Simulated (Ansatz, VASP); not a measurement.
# Two plane-wave programs on Pt

File INCAR:

```
  PREC = Accurate
  ENCUT = 600
  EDIFF = 1E-7
  ISMEAR = -1
  SIGMA = 0.05
  LREAL = F
  LASPH = T
  NELM = 60
  ALGO = Normal
  ISIF = 3
  LWAVE = F
  LCHARG = F
  GGA = PS
  IBRION = 2
  NSW = 100
  EDIFFG = -0.003
```

The input KPOINTS:

```
regular mesh
0
Gamma
  22 22 22
```

File POSCAR:

```
Pt
1.0
    0.0000000000      1.9615500000      1.9615500000
    1.9615500000      0.0000000000      1.9615500000
    1.9615500000      1.9615500000      0.0000000000
Pt
1
Direct
    0.0000000000      0.0000000000      0.0000000000
```

Input for Ansatz:

```yaml
crystal:
  lattice:
    - [0.0, 1.96155, 1.96155]
    - [1.96155, 0.0, 1.96155]
    - [1.96155, 1.96155, 0.0]
  atoms:
    - { symbol: Pt, position: [0.0, 0.0, 0.0] }
kpoints:
  mp_grid: { grid: [22, 22, 22] }
scf:
  occupations: { method: fermi_dirac, width: 0.05 }
hamiltonian:
  xc: pbesol
  pseudopotentials: { kind: paw }
output:
  forces: true
  stress: true
relax:
  f_tol: 0.003
  max_steps: 80
  cell: {}
```

Alike in both runs: task relaxation of cell and atoms; functional PBEsol; k mesh 22 × 22 × 22; occupations fermi-dirac, width 0.05 eV; no spin polarisation.

```csv
,VASP,Ansatz
version,VASP 6.6.1,Ansatz 0.2.0
potentials or method,"VASP PAW PBE potentials, release 64 (Pt)","PAW with Ansatz's default frozen-core files, scalar-relativistic"
plane-wave cutoff (eV),600,420
valence electrons in the cell,10,18
```

```tsv
	VASP	Ansatz	Ansatz less VASP
relaxed volume (Å³/atom)	15.02	15.04	+0.018
relaxed cell length with the largest relative difference (Å)	2.770	2.771	+0.0011
```

The two sets of potentials don't hold the same shells in valence.

Caveats: the PAW data sets were made with another functional, which shifts forces and pressure a little (VASP). Spin-orbit coupling is left out, which matters for the levels of Pt.
